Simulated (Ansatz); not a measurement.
Something may be wrong with this Ansatz 0.2.0 calculation of SnSe2.

File input.yaml:

```yaml
crystal:
  lattice:
    - [3.811, 0.0, 0.0]
    - [-1.9055, 3.3004228138, 0.0]
    - [0.0, 0.0, 6.136]
  atoms:
    - { symbol: Sn, position_ang: [0.012088492, -0.0275651313, 0.01098344], spin: 0.5 }
    - { symbol: Se, position_ang: [1.934939975, 1.0466762886, 4.651910224] }
    - { symbol: Se, position_ang: [0.0412712245, 2.1743614552, 1.537859544] }
kpoints:
  mp_grid: { grid: [0, 8, 5] }
  band_path:
    path:
      - [0.0, 0.0, 0.0]
      - [0.5, 0.0, 0.0]
      - [0.3333333333, 0.3333333333, 0.0]
      - [0.0, 0.0, 0.0]
      - [0.0, 0.0, 0.5]
      - [0.5, 0.0, 0.5]
      - [0.3333333333, 0.3333333333, 0.5]
      - [0.0, 0.0, 0.5]
    npoints: 10
scf:
  occupations: { method: gaussian, width: 0.1 }
  max_iter: 100
hamiltonian:
  xc: blyp
  pseudopotentials:
    kind: all_electron
    lapw: { basis_error: 0.001 }
    dirac_shells: { Se: ["3p"], Sn: ["3p", "3d"] }
magnetization:
  spin_polarized: true
  spin_locking: { lock_spins: true }
output:
  forces: true
  stress: true
  eigenvalues: true
```

Potentials or basis: all-electron LAPW, inner shells corrected to Dirac's equation.

The run is started by

```bash
$ ansatz run input.yaml --threads 2 --pin off --max-ram 5120MiB --backend cpu --events-out ev --progress --plain --runs-dir out
```

Output:

```text
Error: invalid value for `kpoints.mp_grid.grid`: each dimension must be in 1..=255
```

Diagnose the run.

The input was rejected before any iteration. The input holds a flaw that was put in on purpose: a mesh with a zero or a mesh and a spacing (kpoints.mp_grid.grid = [0, 8, 5]).
